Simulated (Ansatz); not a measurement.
Ni:

```
Ni
1.0
     0.00000    1.73757    1.73757
     1.73757    0.00000    1.73757
     1.73757    1.73757    0.00000
Ni
1
Direct
  0.00000 0.00000 0.00000
```

Base run:

- Program: Ansatz 0.2.0
- Functional: PBEsol
- Potentials or basis: all-electron LAPW, non-relativistic
- Cutoff: 320 eV (chosen from the basis error)
- Basis error allowed: 0.001 eV/atom
- k mesh: 13 × 13 × 13
- Occupations: fermi-dirac, width 0.05 eV
- Spin: collinear spin, ferromagnetic start
- Starting moments: [1.0] μB

Its results: pressure 2.3 GPa; net moment 0.62 μB per cell; site moments Ni +0.64 μB.

**Question.** The run is repeated on the same cell with these changes: potentials or basis from all-electron LAPW, non-relativistic to all-electron LAPW, scalar-relativistic. What comes out?

**Answer.** Pressure -2.4 GPa; net moment 0.63 μB per cell; site moments Ni +0.65 μB.
